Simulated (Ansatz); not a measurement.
Stepwise reaction of diethylzinc with hydrogen sulfide, as a gas-phase model of exchange steps in deposition or etching. ΔE in kJ/mol.

Isolated molecules relaxed with PBE0-D4/def2-TZVP in Ansatz; ΔE leaves out vibrations. CCSD(T)/CBS adds triple-zeta CCSD(T) − MP2 to the extrapolated MP2 energy (def2 sets, frozen cores). This one scheme is used for every species. Functionals use def2-TZVPP. B3LYP here is the variant with VWN-RPA as its local correlation; programs differ in this. For Zn outer-core shells are correlated without core-valence functions, which leaves a few kJ/mol of doubt a bond. Scalar relativity is left out up to krypton. Each species was taken in one conformer, which may not be the lowest.

| step | reaction | PBE-D4 | B3LYP-D4 | ωB97M-V | CCSD(T)/CBS |
| --- | --- | --- | --- | --- | --- |
| 1 | `C[CH2][Zn][CH2]C` + H₂S → `C[CH2][Zn][SH]` + `CC` | -132.0 | -136.5 | -135.6 | -137.5 |
| 2 | `C[CH2][Zn][SH]` + H₂S → `[SH][Zn][SH]` + `CC` | -117.9 | -122.6 | -122.4 | -125.1 |

(1) By hand: ΔE of the 2 steps together at CCSD(T)/CBS.

Results:

(1) (-137.5) + (-125.1) = -262.6 kJ/mol, or -131.3 kJ/mol a step.

In ΔE each step is higher than the one before. All are downhill at CCSD(T)/CBS. PBE-D4 differs from CCSD(T)/CBS by 5.5 to 7.2 kJ/mol a step. Isolated molecules leave out the surface, adducts and barriers. Largest T1 diagnostic: 0.014.
